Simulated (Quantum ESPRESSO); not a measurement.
Crystal: Tc.

```
CELL_PARAMETERS angstrom
2.74000 0.00000 0.00000
-1.37000 2.37291 0.00000
0.00000 0.00000 4.39800
ATOMIC_POSITIONS crystal
Tc 0.66667 0.33333 0.75000
Tc 0.33333 0.66667 0.25000
```

Base run:

| Quantity | Value |
| --- | --- |
| Program | Quantum ESPRESSO 7.5 |
| Functional | PBEsol |
| Potentials or basis | GBRV 1.5 PBEsol |
| Cutoff | 612 eV |
| Density cutoff | 4898 eV |
| k mesh | 11 × 11 × 6 |
| Occupations | fermi-dirac, width 0.05 eV |
| Spin | no spin polarisation |

Its results: band gap on the k mesh none (metal or under the smearing width); pressure -7.0 GPa.

The run is repeated on the same cell with these changes: potentials or basis from GBRV 1.5 PBEsol to PseudoDojo 0.4.1 SR PBEsol standard; cutoff from 612 eV to 1143 eV; density cutoff from 4898 eV to 4572 eV. What comes out?

Band gap on the k mesh none (metal or under the smearing width); pressure -6.2 GPa.

Not every run made on this cell is shown here.
